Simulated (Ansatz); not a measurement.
CuO (Tenorite) under changes of volume

One of the cells (10.163 Å³/atom); the others are scaled copies at fixed shape and fractional positions:

```xyz
4
Lattice="2.3447 -1.7134 0.0000 2.3447 1.7134 0.0000 -0.8606 0.0000 5.0594" Properties=species:S:1:pos:R:3 pbc="T T T"
Cu    0.7420   -0.8457    2.5297
Cu    1.1723    0.8457    0.0000
O     1.6421    0.2841    3.8133
O     2.0724   -0.2841    1.2836
```

| Item | Value |
| --- | --- |
| Program | Ansatz 0.2.0 |
| Functional | LDA |
| Potentials or basis | all-electron LAPW, scalar-relativistic |
| Cutoff | 426 eV (chosen from the basis error) |
| Basis error allowed | 0.002 eV/atom |
| k mesh | 10 × 10 × 5 |
| Occupations | fermi-dirac, width 0.05 eV |
| Spin | no spin polarisation |

```tsv
volume (Å³/atom)	energy over the lowest point (meV/atom)	pressure (GPa)	largest force (eV/Å)
9.553	0.00	2.3	0.872
9.756	0.01	-2.1	0.811
9.959	?	?	?
10.163	15.09	-9.4	0.792
10.366	29.06	-12.5	0.793
10.569	46.67	-15.2	0.799
10.772	67.51	-17.6	0.809
```

Task: What does the run at 9.959 Å³/atom give?

Result: Energy over the lowest point 5.24 meV/atom; pressure -6.0 GPa; largest force 0.797 eV/Å.

Worked out: A Birch-Murnaghan fit of order 3 (a polynomial in V^(-2/3)) to the other rows has its minimum at 9.65 Å³/atom with B0 = V·E''(V) = 207 GPa and B' = 4.6 at fixed shape and positions, which overstates the stiffness. It gives 5.21 meV/atom at 9.959 Å³/atom, against the run's 5.24, and -dE/dV = -6.0 GPa, against -6.0.

Energies are extrapolated to zero smearing.

Caveats: the run has no spin polarisation, though such a crystal can be magnetic.
